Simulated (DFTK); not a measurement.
Crystal: Pb.

```
CELL_PARAMETERS angstrom
0.00000 2.47502 2.47502
2.47502 0.00000 2.47502
2.47502 2.47502 0.00000
ATOMIC_POSITIONS crystal
Pb 0.00000 0.00000 0.00000
```

Base run:

| Quantity | Value |
| --- | --- |
| Program | DFTK 0.8.2 |
| Functional | LDA |
| Potentials or basis | SG15 1.2 (PBE) |
| Cutoff | 1225 eV |
| k mesh | 9 × 9 × 9 |
| Occupations | fermi-dirac, width 0.05 eV |
| Spin | no spin polarisation |

Its results: band gap on the k mesh none (metal or under the smearing width); pressure -2.3 GPa.

Task: The run is repeated on the same cell with these changes: potentials or basis from SG15 1.2 (PBE) to cp2k.nc.sr.lda.v0_1.largecore.gth (LDA, GTH); cutoff from 1225 eV to 544 eV; valence electrons from 14 to 4. What comes out?

Result: Band gap on the k mesh none (metal or under the smearing width); pressure -3.2 GPa.

Caveats: the potentials were made for another functional, which shifts forces and pressure (some runs); GTH potentials come without recommended cutoffs, and this one wasn't checked for convergence (some runs).

Not every run made on this cell is shown here.
